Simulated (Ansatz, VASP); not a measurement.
# BAs in VASP and in Ansatz

```xyz
2
Lattice="0.0000 2.3839 2.3839 2.3839 0.0000 2.3839 2.3839 2.3839 0.0000" Properties=species:S:1:pos:R:3 pbc="T T T"
B     0.0000    0.0000    0.0000
As    1.1919    1.1919    1.1919
```

Alike in both runs: functional PBEsol; k mesh 10 × 10 × 10; occupations fermi-dirac, width 0.02 eV; no spin polarisation.

Ansatz relaxed the structure, and its values are those at the end. VASP's run is a single point on that final structure, the one shown.

|  | VASP | Ansatz |
| --- | --- | --- |
| version | VASP 6.6.1 | Ansatz 0.2.0 |
| potentials or method | VASP PAW PBE potentials, release 64 (B, As) | PAW plane waves |
| plane-wave cutoff (eV) | 520 | 420 |
| valence electrons in the cell | 8 | 18 |

|  | VASP | Ansatz | Ansatz less VASP |
| --- | --- | --- | --- |
| gap on the k mesh at the Fermi level (eV) | 1.07 | 1.08 | +0.010 |
| pressure (GPa) | 0.9 | 0.0 | -0.89 |

The functional is the same, so the differences come from potentials, cutoffs and numerics. The two sets of potentials don't hold the same shells in valence. Ansatz warned: «pseudo_functional_mismatch».

Caveats: the PAW data sets were made with another functional, which shifts forces and pressure a little (VASP). A k mesh can miss the band edges.
